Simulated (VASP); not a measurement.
Here is a VASP 6.6.1 calculation.

Contents of INCAR:

```
SYSTEM = ZrB2
PREC     = Accurate       ! precision mode
ENCUT    = 600            ! plane-wave cutoff, eV
EDIFF    = 1E-7           ! SCF threshold, eV
ISMEAR   = 1              ! smearing method
SIGMA    = 0.1            ! smearing width, eV
LREAL    = .False.        ! projectors in reciprocal space
LASPH    = .True.         ! aspherical terms in the spheres
NELM     = 80             ! most SCF steps
ALGO     = Normal         ! electronic algorithm
ISIF     = 3              ! what is computed and relaxed
LWAVE    = .False.        ! write WAVECAR
LCHARG   = .False.        ! write CHGCAR
GGA      = CA             ! functional
IBRION   = 2              ! ionic algorithm
NSW      = 90             ! ionic steps
EDIFFG   = -0.005         ! ionic threshold
```

The input KPOINTS:

```
regular mesh
0
Gamma
  15 15 10
  0 0 0
```

Contents of POSCAR:

```
ZrB2                                    
1.0
    3.1350284041     -0.0000000000     -0.0000000000
   -1.5675142020      2.7150142395     -0.0000000000
   -0.0000000000     -0.0000000000      3.4890492714
  Zr              B             
     1     2
Direct
     0.0000000000000000    0.0000000000000000    0.0000000000000000
     0.3333333300000021    0.6666666699999979    0.5000000000000000
     0.6666666699999979    0.3333333300000021    0.5000000000000000
```

Potentials or basis: VASP PAW LDA potentials, release 64 (Zr_sv, B).

Run with:

```bash
$ cat potpaw_LDA.64/Zr_sv/POTCAR potpaw_LDA.64/B/POTCAR > POTCAR
$ mpirun -np 1 vasp_std > vasp.out
```

**Question.** What does it give for the space group after relaxing (to 0.05 Å)?

**Answer.** P6/mmm (No. 191).

**Question.** Estimate the band gap on the k mesh.

**Answer.** None (metal or under the smearing width).

Final structure:
```
CELL_PARAMETERS angstrom
3.13538 0.00000 0.00000
-1.56769 2.71532 0.00000
0.00000 0.00000 3.48932
ATOMIC_POSITIONS crystal
Zr 0.00000 0.00000 0.00000
B 0.33333 0.66667 0.50000
B 0.66667 0.33333 0.50000
```
